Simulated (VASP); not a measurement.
Crystal: GaN.

```
Ga N
1.0
     3.18000    0.00000    0.00000
    -1.59000    2.75396    0.00000
     0.00000    0.00000    5.16600
Ga N
2 2
Cartesian
  1.5900 0.9180 2.5830
  0.0000 1.8360 0.0000
  1.5900 0.9180 4.5203
  0.0000 1.8360 1.9373
```

Base run:

* Program: VASP 6.6.1
* Functional: LAK
* Potentials or basis: VASP PAW PBE potentials, release 64 (Ga_d, N)
* Cutoff: 520 eV
* k mesh: 10 × 10 × 5
* Occupations: fermi-dirac, width 0.05 eV
* Spin: no spin polarisation

Its results: band gap on the k mesh 2.79 eV, direct.

Task: The run is repeated on the same cell with these changes: functional from LAK to PBE. What comes out?

Result: Band gap on the k mesh 1.97 eV, direct.

LAK gives the wider gap, since meta-GGAs in the generalised Kohn-Sham scheme recover part of the derivative discontinuity.

Not every run made on this cell is shown here.
